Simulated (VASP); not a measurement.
Set up this calculation in VASP 6.6.1, as the native input.

| Property | Result |
| --- | --- |
| Task | band structure |
| Functional | PBE |
| Potentials or basis | VASP PAW PBE potentials, release 64 (Ti_sv, C) |
| Cutoff | 520 eV |
| k mesh | 10 × 10 × 10 |
| Occupations | fermi-dirac, width 0.05 eV |
| Spin | no spin polarisation |
| Further INCAR settings | ALGO = Normal; EDIFF = 1e-06 |

The system is TiC.

```xyz
2
Lattice="3.0421 0.0000 0.0000 -1.5210 2.6345 0.0000 0.0000 0.0000 2.6980" Properties=species:S:1:pos:R:3 pbc="T T T"
Ti    0.0000    0.0000    1.3490
C     0.0000    1.7564    0.0000
```

The cell was built by a generator and needn't be a form met in nature.

The input as run:

POSCAR

```
TiC
1.0
    3.0420900000      0.0000000000      0.0000000000
   -1.5210400000      2.6345200000      0.0000000000
    0.0000000000      0.0000000000      2.6979700000
Ti C
1 1
Direct
    0.0000000000      0.0000000000      0.5000000000
    0.3333300000      0.6666700000      0.0000000000
```

INCAR.step1

```
PREC = Accurate
ENCUT = 520
EDIFF = 1E-6
ISMEAR = -1
SIGMA = 0.05
LREAL = F
LASPH = T
NELM = 80
ALGO = Normal
ISIF = 2
LWAVE = F
LCHARG = T
LMAXMIX = 4
GGA = PE
```

KPOINTS.step1

```
regular mesh
0
Gamma
  10 10 10
```

INCAR.step2

```
PREC = Accurate
ENCUT = 520
EDIFF = 1E-6
ISMEAR = 0
SIGMA = 0.05
LREAL = F
LASPH = T
NELM = 80
ALGO = Normal
ISIF = 2
LWAVE = F
LCHARG = F
LMAXMIX = 4
GGA = PE
ICHARG = 11
```

KPOINTS.step2

```
path GMKGALHA,LM,KH
10
line-mode
reciprocal
 0.0000000000  0.0000000000  0.0000000000  G
 0.5000000000  0.0000000000  0.0000000000  M

 0.5000000000  0.0000000000  0.0000000000  M
 0.3333333333  0.3333333333  0.0000000000  K

 0.3333333333  0.3333333333  0.0000000000  K
 0.0000000000  0.0000000000  0.0000000000  G

 0.0000000000  0.0000000000  0.0000000000  G
 0.0000000000  0.0000000000  0.5000000000  A

 0.0000000000  0.0000000000  0.5000000000  A
 0.5000000000  0.0000000000  0.5000000000  L

 0.5000000000  0.0000000000  0.5000000000  L
 0.3333333333  0.3333333333  0.5000000000  H

 0.3333333333  0.3333333333  0.5000000000  H
 0.0000000000  0.0000000000  0.5000000000  A

 0.5000000000  0.0000000000  0.5000000000  L
 0.5000000000  0.0000000000  0.0000000000  M

 0.3333333333  0.3333333333  0.0000000000  K
 0.3333333333  0.3333333333  0.5000000000  H
```

Potentials or basis: VASP PAW PBE potentials, release 64 (Ti_sv, C).

Launch:

```sh
$ cat potpaw_PBE.64/Ti_sv/POTCAR potpaw_PBE.64/C/POTCAR > POTCAR
$ cp INCAR.step1 INCAR
$ cp KPOINTS.step1 KPOINTS
$ mpirun -np 1 vasp_std > vasp.out
$ cp INCAR.step2 INCAR
$ cp KPOINTS.step2 KPOINTS
$ mpirun -np 1 vasp_std > vasp.out
```

It gave:

```
Band gap along the path : none (metal or under the smearing width)
```

Caveat: the log is that of the step along the path at fixed density, whose energy, stress, charges and moments have no meaning.

Wall time 57 s on 1 thread of AMD EPYC 7R43 64-Core Processor (Zen 3) (shared host), peak memory 0.14 GiB.
